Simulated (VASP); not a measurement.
Wanted: an ASE script for a VASP 6.6.1 run.

```
Task                   : density of states
Functional             : r2SCAN
Potentials or basis    : VASP PAW PBE potentials, release 64 (Cd)
Cutoff                 : 520 eV
k mesh                 : 10 × 10 × 10
Occupations            : methfessel-paxton, width 0.1 eV
Spin                   : no spin polarisation
Further INCAR settings : ALGO = Normal; EDIFF = 1.00e-06; NBANDS = 12
```

The structure of Cd lies in Cd.xyz:

```xyz
1
Lattice="0.0000000000 2.2473392783 2.2473392783 2.2473392783 0.0000000000 2.2473392783 2.2473392783 2.2473392783 0.0000000000" Properties=species:S:1:pos:R:3 pbc="T T T"
Cd     0.0000000000      0.0000000000      0.0000000000
```

This isn't the form of Cd at room conditions, which is hcp.

The cell isn't the ideal one: volume scaled by 1.04.

One way to write it, as run:

run.py

```python
from ase.calculators.vasp import Vasp
from ase.dft.dos import DOS
from ase.io import read

atoms = read('Cd.xyz')
calc = Vasp(
    directory='calc',
    xc='r2scan',
    pp='PBE',
    setups='recommended',
    prec='Accurate',
    encut=520,
    ediff=1e-06,
    ismear=1,
    sigma=0.1,
    lreal=False,
    lasph=True,
    nelm=80,
    algo='Normal',
    isif=2,
    lwave=False,
    lcharg=False,
    lmixtau=True,
    lorbit=10,
    kpts=[10, 10, 10],
    gamma=True,
    nbands=12,
)
atoms.calc = calc

print('energy (eV):', atoms.get_potential_energy())
print('free energy (eV):', atoms.get_potential_energy(force_consistent=True))
print('forces (eV/A):')
print(atoms.get_forces())
print('stress (eV/A^3, Voigt):', atoms.get_stress())
print('Fermi level (eV):', calc.get_fermi_level())
dos = DOS(calc, width=0.2, window=(-10, 10), npts=201)
print('E - E_F (eV), DOS (1/eV)')
for e, g in zip(dos.get_energies(), dos.get_dos()):
    print(f'{e:8.3f} {g:10.4f}')
```

Potentials or basis: VASP PAW PBE potentials, release 64 (Cd).

The run is started by

```console
$ python run.py
```

Results of the run:

```yaml
Pressure: -1.6 GPa
Band_gap_on_the_k_mesh: none (metal or under the smearing width)
Valence_electrons_inside_the_program's_atomic_spheres: Cd 10.30
```

Caveat: the PAW data sets were made with another functional, which shifts forces and pressure a little.

Wall time 43 s on 1 thread of Intel(R) Xeon(R) Platinum 8259CL CPU @ 2.50GHz (Skylake/Cascade Lake), on a shared host, peak memory 0.15 GiB.
